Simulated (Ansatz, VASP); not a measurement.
## One calculation of Ti, two programs

Contents of INCAR:

```
  ALGO = Normal
  EDIFF = 1E-7
  EDIFFG = -0.01
  ENCUT = 600
  GGA = PE
  IBRION = 2
  ISIF = 3
  ISMEAR = -1
  ISPIN = 2
  LASPH = T
  LCHARG = F
  LMAXMIX = 4
  LORBIT = 11
  LREAL = F
  LWAVE = F
  MAGMOM = 1
  NELM = 150
  NSW = 80
  PREC = Accurate
  SIGMA = 0.05
```

KPOINTS

```
k-points
0
Gamma
  12 12 12
```

POSCAR

```
Ti
1.0
    2.6717143674      0.0000000000      0.0000000000
    0.0000000000      2.6717143674      0.0000000000
    0.0000000000      0.0000000000      2.6717143674
Ti
1
Direct
    0.0000000000      0.0000000000      0.0000000000
```

Input for Ansatz:

```yaml
crystal:
  lattice:
    - [2.6717143674, 0.0, 0.0]
    - [0.0, 2.6717143674, 0.0]
    - [0.0, 0.0, 2.6717143674]
  atoms:
    - { symbol: Ti, position: [0.0, 0.0, 0.0], spin: 1.0 }
hamiltonian:
  xc: pbe
  pseudopotentials:
    kind: paw
    azcp:
      Ti: "pseudopotentials/Ti.paw.azcp"
basis:
  ecutwfc: 420
  fft_grid_basis: typed
kpoints:
  mp_grid: { grid: [12, 12, 12], shift: [0, 0, 0] }
magnetization:
  spin_polarized: true
scf:
  occupations: { method: fermi_dirac, width: 0.05 }
relax:
  max_steps: 60
  f_tol: 0.01
  cell: {}
```

The cell was built by a generator and needn't be a form met in nature.

Alike in both runs: task relaxation of cell and atoms; functional PBE; k mesh 12 × 12 × 12; occupations fermi-dirac, width 0.05 eV; collinear spin.

```csv
,VASP,Ansatz
version,VASP 6.6.1,Ansatz 0.2.0
potentials or method,"VASP PAW PBE potentials, release 64 (Ti_sv)","plane waves (420 eV) with PAW, scalar-relativistic"
plane-wave cutoff (eV),600,420
valence electrons in the cell,12,12
```

Ansatz gave:

```
net moment per atom (μB)                                      : 0.39
size of the moment on the site where the two differ most (μB) : 0.29
relaxed volume (Å³/atom)                                      : 18.51
relaxed cell length with the largest relative difference (Å)  : 2.645
energy change over the relaxation (meV/atom)                  : -4
```

**Question.** Estimate VASP's values.

**Answer.** net moment per atom (μB): 0.38; size of the moment on the site where the two differ most (μB): 0.29; relaxed volume (Å³/atom): 18.47; relaxed cell length with the largest relative difference (Å): 2.643; energy change over the relaxation (meV/atom): -5.

Site moments also hang on the region over which each program counts them.
